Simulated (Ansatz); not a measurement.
# SiNi: the cost of one run

Program: Ansatz 0.2.0. Level of theory: DFT PBEsol, scalar-relativistic, plane waves, PAW. These are calculated values, not measurements.

2 further runs of the same task are left out: 2 set aside as unsound or not needed. Runs told in other sessions of the task aren't counted.

## Step 1: The structure to begin with

The structure is cubic, space group P2_13 (No. 198). Conventional cell: a = 4.468 Å, b = 4.468 Å, c = 4.468 Å, α = 90.00°, β = 90.00°, γ = 90.00°. Around Si (site symmetry 3) lie 7 Ni at 2.34 to 2.42 Å. Ni (site symmetry 3) has 7 Si at 2.34 to 2.42 Å in its first shell of neighbours.

As a file:

```
CELL_PARAMETERS angstrom
4.46798 0.00000 0.00000
0.00000 4.46798 0.00000
0.00000 0.00000 4.46798
ATOMIC_POSITIONS crystal
Si 0.84646 0.84646 0.84646
Si 0.65354 0.15354 0.34646
Si 0.34646 0.65354 0.15354
Si 0.15354 0.34646 0.65354
Ni 0.14899 0.14899 0.14899
Ni 0.35101 0.85101 0.64899
Ni 0.64899 0.35101 0.85101
Ni 0.85101 0.64899 0.35101
```

This cell was relaxed beforehand with the same method: volume 11.15 Å³/atom, gap on the mesh none (metal).

## Step 2: The reference cell

Reference values: F = -25709.8777 eV; pressure -0.01 GPa; largest force 0.001 eV/Å; gap on the mesh none (metal). It was computed beforehand with the settings of the runs below.

## Step 3: The scan: energy and stress against strain

The cell is strained by ε times the Voigt pattern (0, 0, 0, 0, 1, 0) (xx, yy, zz, yz, xz, xy; engineering shear), with fractional coordinates fixed (clamped ions). The stress on the pattern is the sum of the stress components weighted by it, tension positive.

## Step 4: At ε = -0.0600

Input file input.yaml:

```yaml
crystal:
  lattice:
    - [4.4679769961, 0.0, -0.1340393099]
    - [0.0, 4.4679769961, 0.0]
    - [-0.1340393099, 0.0, 4.4679769961]
  atoms:
    - { symbol: Si, position: [0.8464645287, 0.8464645287, 0.8464645287] }
    - { symbol: Si, position: [0.6535354713, 0.1535354713, 0.3464645287] }
    - { symbol: Si, position: [0.3464645287, 0.6535354713, 0.1535354713] }
    - { symbol: Si, position: [0.1535354713, 0.3464645287, 0.6535354713] }
    - { symbol: Ni, position: [0.1489904887, 0.1489904887, 0.1489904887] }
    - { symbol: Ni, position: [0.3510095113, 0.8510095113, 0.6489904887] }
    - { symbol: Ni, position: [0.6489904887, 0.3510095113, 0.8510095113] }
    - { symbol: Ni, position: [0.8510095113, 0.6489904887, 0.3510095113] }
basis:
  ecutwfc: 420
kpoints:
  mp_grid: { grid: [10, 10, 10] }
hamiltonian:
  xc: pbesol
scf:
  occupations: { method: gaussian, width: 0.15 }
output:
  forces: true
  stress: true
  eigenvalues: true
```

Command:

```console
$ ansatz run input.yaml --threads 2 --pin off --max-ram 5120MiB --backend cpu --events-out ev --progress --plain --runs-dir out
```

**Question.** How long does this run take on 2 threads of Intel Xeon Platinum 8259CL at 2.50GHz (Skylake/Cascade Lake), shared host, and how much memory does it need?

About 53 s, with a peak of 1.2 GiB.
